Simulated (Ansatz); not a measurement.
## ZnS: S vacancy

These are results of DFT PBE, scalar-relativistic, plane waves, PAW in Ansatz, not measurements. (420 eV cutoff, 2×2×2 k-mesh, Gaussian smearing of 0.01 eV, no spin polarisation)

Host crystal, relaxed:

```
Zn S
1.0
     1.92366    1.11062   12.59321
    -1.92366    1.11062   12.59321
     0.00000   -2.22125   12.59321
Zn S
4 4
Cartesian
  0.0000 0.0000 22.0393
  0.0000 0.0000 37.7759
  0.0000 0.0000 15.7376
  0.0000 0.0000 6.2976
  0.0000 0.0000 13.3765
  0.0000 0.0000 3.9360
  0.0000 0.0000 19.6816
  0.0000 0.0000 35.4187
```

Supercell of 32 atoms, rows in host cell vectors: -2 2 0; 0 2 -2; -1 1 -1. Atoms relax at the host's cell, keeping the symmetry that the supercell leaves at the site. The cell is small, so energies carry finite-size errors of tenths of an eV. The host's Kohn–Sham gap is 2.04 eV.

Defect: S vacancy at (0.354, 0.354, 0.354) of the host cell, charge 0.

Give the relaxed supercell.

```
CELL_PARAMETERS angstrom
-7.69463 0.00000 0.00000
-3.84731 6.66374 0.00000
-3.84731 2.22125 -12.59321
ATOMIC_POSITIONS crystal
Zn 0.08617 0.58617 0.24149
Zn 0.08335 0.08304 0.25056
Zn 0.58304 0.58335 0.25056
Zn 0.58304 0.08304 0.25056
Zn 0.50005 0.00005 0.99986
Zn 0.51509 0.49658 0.99176
Zn 0.99658 0.01509 0.99176
Zn 0.99658 0.49658 0.99176
Zn 0.90077 0.40077 0.79770
Zn 0.92074 0.91657 0.74613
Zn 0.41657 0.42074 0.74613
Zn 0.41657 0.91657 0.74613
Zn 0.66682 0.16682 0.49954
Zn 0.67080 0.66252 0.50415
Zn 0.16252 0.17080 0.50415
Zn 0.16252 0.66252 0.50415
S 0.85342 0.85571 0.93516
S 0.35571 0.35342 0.93516
S 0.35571 0.85571 0.93516
S 0.60466 0.10466 0.68603
S 0.61436 0.59611 0.69342
S 0.09611 0.11436 0.69342
S 0.09611 0.59611 0.69342
S 0.02296 0.52296 0.43112
S 0.02232 0.01971 0.43827
S 0.51971 0.52232 0.43827
S 0.51971 0.01971 0.43827
S 0.43765 0.93765 0.18705
S 0.44539 0.43693 0.18075
S 0.93693 0.94539 0.18075
S 0.93693 0.43693 0.18075
```
Around the defect: 1 Zn at 1.76 Å, 3 Zn at 2.24 Å. The run ended with a moment of 0.00 μB (no spin polarisation).

This form isn't the usual stable structure of the compound.